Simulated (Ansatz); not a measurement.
# Band table of In (hcp type)

```
CELL_PARAMETERS angstrom
2.50162 0.00000 0.00000
-1.25081 2.16647 0.00000
0.00000 0.00000 4.09019
ATOMIC_POSITIONS crystal
In 0.33333 0.66667 0.25000
In 0.66667 0.33333 0.75000
```

The cell comes from a relaxation on PAW files under the same functional, begun from a prototype that needn't be the stable phase.

Computed with Ansatz 0.2.0; functional PBEsol, scalar-relativistic. Settings: a Γ-centred 13×13×7 k mesh, Fermi–Dirac smearing of 0.1 eV, no spin polarisation. Methods: PAW: frozen-core files, cutoff 420 eV.

This run: volume at 0.43 of the series' base cell.

The PAW files were made under PBE. The structure type is held throughout; the real material can change phase at far lower pressure. At this compression frozen-core PAW has no all-electron check here.

Path points, in fractions of the reciprocal vectors: Γ (0.000, 0.000, 0.000), M (0.500, 0.000, 0.000), K (0.333, 0.333, 0.000), A (0.000, 0.000, 0.500), L (0.500, 0.000, 0.500), H (0.333, 0.333, 0.500). Levels in eV from the Fermi level; bands 1 to 15, counted from the lowest band of the run. The gap is zero, the pressure 315.8 GPa.

```
# k(1/Å) point b1 b2 b3 b4 b5 b6 b7 b8 b9 b10 b11 b12 b13 b14 b15
0.000 Γ -20.47 -19.57 -18.91 -18.76 -18.76 -18.46 -18.46 -18.00 -18.00 -16.62 -16.62 -9.85 -4.62 9.83 12.04
0.363 - -20.22 -19.23 -18.99 -18.58 -18.46 -18.35 -18.27 -18.18 -18.15 -17.16 -16.55 -8.61 -4.46 8.48 11.13
0.725 - -20.18 -19.43 -19.10 -18.72 -18.48 -18.16 -17.81 -17.67 -17.46 -16.47 -16.45 -5.81 -3.84 3.03 8.28
1.088 - -20.59 -19.91 -19.78 -18.77 -18.24 -18.16 -17.47 -16.82 -16.64 -16.39 -13.14 -3.72 -2.45 -1.28 5.69
1.450 M -20.77 -20.21 -19.94 -18.88 -18.29 -18.05 -17.12 -16.45 -16.38 -16.26 -9.56 -7.62 -0.07 0.04 3.77
1.659 - -20.63 -20.21 -19.81 -18.89 -18.31 -18.05 -17.35 -16.44 -16.42 -16.37 -9.22 -7.44 0.21 0.27 3.37
1.869 - -20.25 -20.20 -19.52 -18.90 -18.39 -18.00 -17.86 -16.63 -16.53 -16.48 -8.32 -6.95 0.66 0.93 0.99
2.078 - -20.22 -19.71 -19.28 -18.85 -18.53 -18.41 -17.85 -16.86 -16.63 -16.61 -7.01 -6.20 -2.34 1.98 2.20
2.287 K -20.24 -19.29 -19.29 -18.75 -18.71 -18.71 -17.72 -16.81 -16.81 -16.66 -5.53 -5.18 -5.18 2.87 3.72
2.706 - -20.04 -19.66 -19.59 -18.93 -18.28 -18.21 -18.04 -17.36 -16.58 -16.41 -10.80 -2.23 -1.42 -0.51 -0.21
3.125 - -19.77 -19.63 -19.29 -18.75 -18.48 -18.29 -17.96 -17.83 -17.17 -16.51 -15.22 -4.75 -3.42 3.37 3.44
3.543 - -20.15 -19.26 -18.88 -18.56 -18.47 -18.33 -18.30 -18.28 -17.91 -17.26 -16.55 -8.24 -4.40 8.36 9.21
3.962 Γ -20.47 -19.57 -18.91 -18.76 -18.76 -18.46 -18.46 -18.00 -18.00 -16.62 -16.62 -9.85 -4.62 9.83 12.04
4.154 - -20.41 -19.41 -18.93 -18.81 -18.81 -18.51 -18.51 -17.88 -17.88 -16.64 -16.64 -10.92 -3.32 9.58 12.05
4.346 - -20.26 -19.29 -18.87 -18.87 -18.62 -18.61 -18.61 -17.63 -17.63 -16.70 -16.70 -12.84 -0.72 9.02 11.45
4.538 - -20.03 -19.49 -18.89 -18.89 -18.74 -18.74 -17.70 -17.33 -17.33 -16.84 -16.84 -14.73 2.24 7.75 10.49
4.730 A -19.76 -19.76 -18.84 -18.84 -18.84 -18.84 -17.06 -17.06 -17.06 -17.06 -16.37 -16.37 5.23 5.23 10.33
5.092 - -19.51 -19.51 -19.01 -19.01 -18.59 -18.59 -17.79 -17.79 -17.08 -17.08 -15.25 -15.25 5.64 5.64 9.64
5.455 - -19.75 -19.75 -19.25 -19.25 -18.03 -18.03 -17.70 -17.70 -17.04 -17.04 -13.38 -13.38 5.20 5.20 6.81
5.817 - -20.21 -20.21 -19.72 -19.72 -17.77 -17.77 -16.92 -16.92 -16.62 -16.62 -10.67 -10.67 0.02 0.02 8.08
6.180 L -20.40 -20.40 -19.92 -19.92 -17.76 -17.76 -16.60 -16.60 -16.33 -16.33 -8.39 -8.39 -3.17 -3.17 8.59
6.389 - -20.29 -20.29 -19.83 -19.83 -17.88 -17.88 -16.69 -16.69 -16.44 -16.44 -7.98 -7.98 -3.08 -3.08 6.61
6.599 - -20.06 -20.06 -19.56 -19.56 -18.16 -18.16 -17.11 -17.11 -16.49 -16.49 -6.89 -6.89 -2.84 -2.84 3.64
6.808 - -19.85 -19.85 -19.17 -19.17 -18.40 -18.40 -17.62 -17.62 -16.53 -16.53 -5.39 -5.39 -2.43 -2.43 0.69
7.017 H -19.76 -19.76 -19.05 -19.05 -18.38 -18.38 -17.87 -17.87 -16.56 -16.56 -4.18 -4.18 -2.27 -2.27 -1.04
7.436 - -19.92 -19.92 -19.09 -19.09 -18.30 -18.30 -17.88 -17.88 -16.38 -16.38 -8.39 -8.39 1.16 1.16 1.37
7.854 - -19.75 -19.75 -18.97 -18.97 -18.47 -18.47 -17.87 -17.87 -16.69 -16.69 -12.48 -12.48 5.61 5.61 6.05
8.273 - -19.45 -19.45 -19.06 -19.06 -18.53 -18.53 -17.89 -17.89 -17.08 -17.08 -15.00 -15.00 5.78 5.78 9.48
8.692 A -19.76 -19.76 -18.84 -18.84 -18.84 -18.84 -17.06 -17.06 -17.06 -17.06 -16.37 -16.37 5.23 5.23 10.33
```
